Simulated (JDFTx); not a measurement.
# CdS (Hawleyite) (F-43m) in JDFTx: further runs

The runs below take CdS (Hawleyite) through single point, with LDA, PBEsol.

Program: JDFTx 1.7.0 (patched build). These are calculated values, not measurements. Logs are shortened: lines on timing, memory, paths and dates and some standing lists are left out, and cuts for length are marked. The log counts tension as positive stress, the text compression.

### 1 Starting point

Symmetry: F-43m, No. 216, cubic system. Conventional cell: a = 5.833 Å, b = 5.833 Å, c = 5.833 Å, α = 90.00°, β = 90.00°, γ = 90.00°. Cd (site symmetry -43m) is surrounded by 4 S at 2.53 Å. S (site symmetry -43m) has 4 Cd at 2.53 Å as nearest neighbours.

### 2 Single point, LDA

File CdS.in:

```
include CdS.lattice
coords-type Lattice
include CdS.ionpos

ion-species pseudo/Cd.upf
ion-species pseudo/S.upf
elec-cutoff 51 408
elec-ex-corr lda-PW
kpoint-folding 8 8 8
elec-smearing Fermi 0.0018374661
elec-n-bands 19
electronic-SCF nIterations 100 energyDiffThreshold 1e-09
electronic-minimize nIterations 30 energyDiffThreshold 1e-7
converge-empty-states yes
forces-output-coords Cartesian

dump-name run.$VAR
dump End Ecomponents EigStats BandEigs Kpoints Forces Stress ElecDensity Dtot KEdensity
```

File CdS.lattice:

```
lattice \
    0.0000000000     5.5113862425     5.5113862425 \
    5.5113862425     0.0000000000     5.5113862425 \
    5.5113862425     5.5113862425     0.0000000000
```

File CdS.ionpos:

```
ion Cd     0.0000000000     0.0000000000     0.0000000000 1
ion S      0.7500000000     0.7500000000     0.7500000000 1
```

Potentials or basis: PseudoDojo-SR-LDA-0.4.1-standard with smoothed tails.

Command:

```sh
$ jdftx -c 1 -i CdS.in -o CdS.out
```

What it wrote:

```text
*************** JDFTx 1.7.0 (patched build) ***************

Input parsed successfully to the following command list (including defaults):
[... the input with its defaults ...]

---------- Setting up symmetries ----------

Found 48 point-group symmetries of the bravais lattice
Found 24 space-group symmetries with basis
Applied RMS atom displacement 0 bohrs to make symmetries exact.

---------- Initializing the Grid ----------
R =
[            0      5.51139      5.51139  ]
[      5.51139            0      5.51139  ]
[      5.51139      5.51139            0  ]
unit cell volume = 334.821
G =
[  -0.570019   0.570019   0.570019  ]
[   0.570019  -0.570019   0.570019  ]
[   0.570019   0.570019  -0.570019  ]
Minimum fftbox size, Smin = [  72  72  72  ]
Chosen fftbox size, S = [  72  72  72  ]

---------- Initializing tighter grid for wavefunction operations ----------
R =
[            0      5.51139      5.51139  ]
[      5.51139            0      5.51139  ]
[      5.51139      5.51139            0  ]
unit cell volume = 334.821
G =
[  -0.570019   0.570019   0.570019  ]
[   0.570019  -0.570019   0.570019  ]
[   0.570019   0.570019  -0.570019  ]
Minimum fftbox size, Smin = [  52  52  52  ]
Chosen fftbox size, S = [  54  54  54  ]

---------- Exchange Correlation functional ----------
Initalized Slater LDA exchange.
Initalized Perdew-Wang LDA correlation.

---------- Setting up pseudopotentials ----------
Width of ionic core gaussian charges (only for fluid interactions / plotting) set to 0

Reading pseudopotential file 'pseudo/Cd.upf':
  'Cd' pseudopotential, 'SLA  PW   NOGX NOGC' functional
  Generated using ONCVPSP code by D. R. Hamann
  20 valence electrons, 4 orbitals, 6 projectors, 1001 radial grid points, with lMax = 2
    4S    l: 0   occupation:  2.0   eigenvalue: -3.889722
    4P    l: 1   occupation:  6.0   eigenvalue: -2.461797
    4D    l: 2   occupation: 10.0   eigenvalue: -0.437264
    5S    l: 0   occupation:  2.0   eigenvalue: -0.218845
  Core radius for overlap checks: 1.32 bohrs.

Reading pseudopotential file 'pseudo/S.upf':
  'S' pseudopotential, 'SLA  PW   NOGX NOGC' functional
  Generated using ONCVPSP code by D. R. Hamann
  6 valence electrons, 2 orbitals, 6 projectors, 1001 radial grid points, with lMax = 2
    3S    l: 0   occupation:  2.0   eigenvalue: -0.635064
    3P    l: 1   occupation:  4.0   eigenvalue: -0.261175
  Core radius for overlap checks: 1.67 bohrs.

Initialized 2 species with 2 total atoms.

Folded 1 k-points by 8x8x8 to 512 k-points.

---------- Setting up k-points, bands, fillings ----------
Adding inversion symmetry to k-mesh for non-inversion-symmetric unit cell.
Reduced to 29 k-points under symmetry.
Computing the number of bands and number of electrons
Calculating initial fillings.
nElectrons:  26.000000   nBands: 19   nStates: 29

----- Setting up reduced wavefunction bases (one per k-point) -----
average nbasis = 5825.791 , ideal nbasis = 5824.542

---------- Setting up ewald sum ----------
Optimum gaussian width for ewald sums = 2.503176 bohr.
Real space sum over 1331 unit cells with max indices [  5  5  5  ]
Reciprocal space sum over 2197 terms with max indices [  6  6  6  ]

---------- Allocating electronic variables ----------
Initializing wave functions:  linear combination of atomic orbitals
Note: number of bands (19) exceeds available atomic orbitals (14)
Cd pseudo-atom occupations:   s ( 2 2 )  p ( 6 )  d ( 10 )
S pseudo-atom occupations:   s ( 2 )  p ( 4 )
	FillingsUpdate:  mu: +0.329685215  nElectrons: 26.000000
LCAOMinimize: Iter:   0  F: -178.3850408504719667  |grad|_K:  3.358e-03  alpha:  1.000e+00
	FillingsUpdate:  mu: +0.288443869  nElectrons: 26.000000
LCAOMinimize: Iter:   1  F: -178.4189991977948182  |grad|_K:  5.824e-05  alpha:  5.471e-01  linmin: -1.517e-01  cgtest:  5.354e-01
LCAOMinimize: Encountered beta<0, resetting CG.
	FillingsUpdate:  mu: +0.288023332  nElectrons: 26.000000
LCAOMinimize: Iter:   2  F: -178.4190128454930857  |grad|_K:  1.659e-05  alpha:  7.688e-01  linmin:  1.255e-03  cgtest: -2.280e-03
	FillingsUpdate:  mu: +0.288155351  nElectrons: 26.000000
LCAOMinimize: Iter:   3  F: -178.4190138249694542  |grad|_K:  6.307e-07  alpha:  6.803e-01  linmin: -1.276e-03  cgtest:  2.720e-02
	FillingsUpdate:  mu: +0.288158539  nElectrons: 26.000000
LCAOMinimize: Iter:   4  F: -178.4190138266344263  |grad|_K:  1.833e-08  alpha:  8.000e-01  linmin:  7.600e-04  cgtest: -7.854e-03
LCAOMinimize: Converged (|Delta F|<1.000000e-06 for 2 iters).

-------- Electronic minimization -----------
Will mix electronic density at each iteration.
	FillingsUpdate:  mu: +0.288158539  nElectrons: 26.000000
	FillingsUpdate:  mu: +0.277902570  nElectrons: 26.000000
SCF: Cycle:  0   F: -178.483754786462754   dF: -6.474e-02   |Residual|: 1.067e-01   |deigs|: 1.520e-01
	FillingsUpdate:  mu: +0.265401028  nElectrons: 26.000000
SCF: Cycle:  1   F: -178.502807429997461   dF: -1.905e-02   |Residual|: 3.246e-02   |deigs|: 1.539e-02
	FillingsUpdate:  mu: +0.262560824  nElectrons: 26.000000
SCF: Cycle:  2   F: -178.503669573219753   dF: -8.621e-04   |Residual|: 9.804e-03   |deigs|: 3.014e-03
	FillingsUpdate:  mu: +0.263096535  nElectrons: 26.000000
SCF: Cycle:  3   F: -178.503702276298043   dF: -3.270e-05   |Residual|: 2.835e-03   |deigs|: 8.715e-04
	FillingsUpdate:  mu: +0.263462085  nElectrons: 26.000000
SCF: Cycle:  4   F: -178.503709664149028   dF: -7.388e-06   |Residual|: 6.203e-04   |deigs|: 8.791e-04
	FillingsUpdate:  mu: +0.263497855  nElectrons: 26.000000
SCF: Cycle:  5   F: -178.503711576509943   dF: -1.912e-06   |Residual|: 2.991e-04   |deigs|: 1.621e-04
	FillingsUpdate:  mu: +0.263559478  nElectrons: 26.000000
SCF: Cycle:  6   F: -178.503713155610399   dF: -1.579e-06   |Residual|: 5.447e-05   |deigs|: 1.984e-04
	FillingsUpdate:  mu: +0.263554740  nElectrons: 26.000000
SCF: Cycle:  7   F: -178.503713714326665   dF: -5.587e-07   |Residual|: 3.760e-05   |deigs|: 1.019e-04
	FillingsUpdate:  mu: +0.263557715  nElectrons: 26.000000
SCF: Cycle:  8   F: -178.503714135271480   dF: -4.209e-07   |Residual|: 1.185e-05   |deigs|: 9.449e-05
	FillingsUpdate:  mu: +0.263558785  nElectrons: 26.000000
SCF: Cycle:  9   F: -178.503714297958879   dF: -1.627e-07   |Residual|: 1.437e-05   |deigs|: 8.236e-05
	FillingsUpdate:  mu: +0.263558958  nElectrons: 26.000000
SCF: Cycle: 10   F: -178.503714424593056   dF: -1.266e-07   |Residual|: 7.177e-06   |deigs|: 1.671e-04
	FillingsUpdate:  mu: +0.263559723  nElectrons: 26.000000
SCF: Cycle: 11   F: -178.503714471575137   dF: -4.698e-08   |Residual|: 4.543e-06   |deigs|: 9.185e-05
	FillingsUpdate:  mu: +0.263560234  nElectrons: 26.000000
SCF: Cycle: 12   F: -178.503714511414813   dF: -3.984e-08   |Residual|: 3.357e-06   |deigs|: 7.410e-05
	FillingsUpdate:  mu: +0.263560560  nElectrons: 26.000000
SCF: Cycle: 13   F: -178.503714524872208   dF: -1.346e-08   |Residual|: 1.641e-06   |deigs|: 6.789e-05
	FillingsUpdate:  mu: +0.263560708  nElectrons: 26.000000
SCF: Cycle: 14   F: -178.503714537479027   dF: -1.261e-08   |Residual|: 2.636e-06   |deigs|: 2.253e-04
	FillingsUpdate:  mu: +0.263561289  nElectrons: 26.000000
SCF: Cycle: 15   F: -178.503714541913268   dF: -4.434e-09   |Residual|: 4.910e-06   |deigs|: 1.065e-04
	FillingsUpdate:  mu: +0.263561008  nElectrons: 26.000000
SCF: Cycle: 16   F: -178.503714546289075   dF: -4.376e-09   |Residual|: 1.130e-06   |deigs|: 5.081e-05
	FillingsUpdate:  mu: +0.263560928  nElectrons: 26.000000
SCF: Cycle: 17   F: -178.503714547900643   dF: -1.612e-09   |Residual|: 2.365e-06   |deigs|: 3.545e-05
	FillingsUpdate:  mu: +0.263560931  nElectrons: 26.000000
SCF: Cycle: 18   F: -178.503714549113738   dF: -1.213e-09   |Residual|: 3.291e-06   |deigs|: 2.743e-05
	FillingsUpdate:  mu: +0.263560805  nElectrons: 26.000000
SCF: Cycle: 19   F: -178.503714549733132   dF: -6.194e-10   |Residual|: 5.969e-06   |deigs|: 2.477e-05
	FillingsUpdate:  mu: +0.263560936  nElectrons: 26.000000
SCF: Cycle: 20   F: -178.503714550193763   dF: -4.606e-10   |Residual|: 3.712e-06   |deigs|: 6.216e-05
SCF: Converged (|Delta E|<1.000000e-09 for 2 iters).

Setting wave functions to eigenvectors of Hamiltonian
Converging empty states (this may take a while):
EmptyStates: None of the convergence criteria satisfied.
|deigs|: 7.577e-04

# Stress tensor in Cartesian coordinates [Eh/a0^3]:
[  8.35634e-05            0            0  ]
[            0  8.35634e-05            0  ]
[            0            0  8.35634e-05  ]

# Ionic positions in lattice coordinates:
ion Cd   0.000000000000000   0.000000000000000   0.000000000000000 1
ion S   0.750000000000000   0.750000000000000   0.750000000000000 1

# Forces in Cartesian coordinates:
force Cd  -0.000000000000000   0.000000000000000  -0.000000000000000 1
force S  -0.000000000000000  -0.000000000000000   0.000000000000000 1

# Energy components:
   Eewald =      -99.4062292450709464
       EH =       65.0158968602439700
     Eloc =     -195.3213434740280263
      Enl =        5.3314807652660079
      Exc =      -27.2272100248751734
 Exc_core =        7.8852502178407740
       KE =       65.2184404067622268
-------------------------------------
     Etot =     -178.5037144938611959
       TS =        0.0000000563325652
-------------------------------------
        F =     -178.5037145501937630

IonicMinimize: Iter:   0  F: -178.503714550193763  |grad|_K:  8.269e-36
IonicMinimize: Converged (|grad|_K<1.000000e-04).

#--- Lowdin population analysis ---
# oxidation-state Cd +1.244
# oxidation-state S -1.045

Dumping 'run.eigStats' ...
	eMin: -3.470325 at state 1 ( [ +0.000000 +0.000000 +0.125000 ] spin 0 )
	HOMO: +0.246312 at state 0 ( [ +0.000000 +0.000000 +0.000000 ] spin 0 )
	mu  : +0.263562
	LUMO: +0.277993 at state 0 ( [ +0.000000 +0.000000 +0.000000 ] spin 0 )
	eMax: +0.719111 at state 28 ( [ +0.250000 +0.500000 -0.250000 ] spin 0 )
	HOMO-LUMO gap: +0.031680
	Optical gap  : +0.031680 at state 0 ( [ +0.000000 +0.000000 +0.000000 ] spin 0 )
WARNING: the last solve of the electrons (or of bands or displaced states from it) ended unconverged.
Done!
[note: mu as printed may lie anywhere between the filled and the empty levels]
```

It took 3.8 min on 1 thread of Intel Xeon Platinum 8375C at 2.90GHz (Ice Lake), shared host; peak memory 0.22 GiB.

What came out:

```
Free energy            : -4857.3335 eV
Pressure               : -2.5 GPa
Band gap on the k mesh : 0.86 eV, direct
Loewdin charges        : Cd +1.24; S -1.04 e
```

Caveat: the atomic charges don't sum to the cell's charge; the empty levels aren't tightly converged.

### 3 Single point, PBEsol

Changes to CdS.in since step 2:

```diff
@@ -1,4 +1,9 @@
-include CdS.lattice
+lattice \
+    0.0000000000     2.9165000000     2.9165000000 \
+    2.9165000000     0.0000000000     2.9165000000 \
+    2.9165000000     2.9165000000     0.0000000000
+latt-scale 1.889726124626 1.889726124626 1.889726124626
 coords-type Lattice
-include CdS.ionpos
+ion Cd     0.0000000000     0.0000000000     0.0000000000 1
+ion S      0.7500000000     0.7500000000     0.7500000000 1
 
@@ -7,3 +12,3 @@
 elec-cutoff 51 408
-elec-ex-corr lda-PW
+elec-ex-corr gga-PBEsol
 kpoint-folding 8 8 8
```

Potentials or basis: PseudoDojo-SR-PBEsol-0.4.1-standard with smoothed tails.

Command:

```sh
$ jdftx -c 1 -i CdS.in -o CdS.out
```

Run time: 3.2 min. Hardware: 1 thread of Arm Neoverse V2, shared host; peak memory 0.22 GiB.

The run converged. Its results:

- Free energy: -4850.6385 eV
- Pressure: -0.3 GPa
- Band gap on the k mesh: 1.00 eV, direct
- Loewdin charges: Cd +1.26; S -1.06 e

Levels at points of the mesh, in eV from the valence-band top:
| k point | band 11 | band 12 | band 13 | band 14 | band 15 | band 16 |
| --- | --- | --- | --- | --- | --- | --- |
| (0.00, 0.00, 0.00) | 0.00 | 0.00 | 0.00 | 1.00 | 6.42 | 6.42 |
| (0.00, 0.00, 0.50) | -4.47 | -0.76 | -0.76 | 2.89 | 6.89 | 6.89 |
| (0.00, 0.50, 0.50) | -4.01 | -1.91 | -1.91 | 3.40 | 4.25 | 9.04 |

Caveat: the atomic charges don't sum to the cell's charge; the empty levels aren't tightly converged.

### 4 The reference run

An earlier run on the cell as given: functional PBEsol; potentials or basis PseudoDojo-SR-PBEsol-0.4.1-standard with smoothed tails; cutoff 1388 eV; density cutoff 11102 eV; k mesh 8 × 8 × 8; occupations fermi-dirac, width 0.05 eV; no spin polarisation.

- Pressure: -0.3 GPa
- Band gap on the k mesh: 1.00 eV, direct
- Loewdin charges: Cd +1.26; S -1.06 e
